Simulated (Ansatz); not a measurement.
# VH2: single point with PBEsol

The system is VH2.

```
V H
1.0
     0.00000    2.13550    2.13550
     2.13550    0.00000    2.13550
     2.13550    2.13550    0.00000
V H
1 2
Direct
  0.00000 0.00000 0.00000
  0.75000 0.75000 0.75000
  0.25000 0.25000 0.25000
```

```json
{
 "Program": "Ansatz 0.2.0",
 "Task": "single point",
 "Functional": "PBEsol",
 "Potentials or basis": "Ansatz PAW",
 "Cutoff": "420 eV (not typed: the program's choice for these potentials)",
 "k mesh": "11 × 11 × 11",
 "Occupations": "gaussian, width 0.02 eV",
 "Spin": "collinear spin, ferromagnetic start",
 "Starting moments": "[2.0, 0.0, 0.0] μB"
}
```

```
Pressure               : -12.4 GPa
Band gap on the k mesh : none (metal or under the smearing width)
Net moment             : 0.10 μB per cell
Absolute moment        : 0.11 μB per cell
Site moments           : V +0.07; H +0.00 μB
```

Levels at points of the mesh, in eV from the Fermi level:
Spin up:
```tsv
k point	band 5	band 6	band 7	band 8	band 9	band 10	band 11	band 12
(0.00, 0.00, 0.00)	-11.33	-1.00	-1.00	-1.00	0.65	0.65	1.24	15.69
```
Spin down:
```
           k point  band 3  band 4  band 5  band 6  band 7  band 8  band 9  band 10  band 11  band 12
(0.00, 0.00, 0.00)  -38.09  -38.09  -11.31   -0.94   -0.94   -0.94    0.77     0.77     1.23    15.70
```

It took 1.7 s on 2 threads of Arm Neoverse V2, on a shared host, peak memory 0.3 GiB.

Caveat: the PAW data sets come from PBE, with cores solved anew for the run's functional, which leaves a small shift of forces and pressure; the starting moments weren't kept.
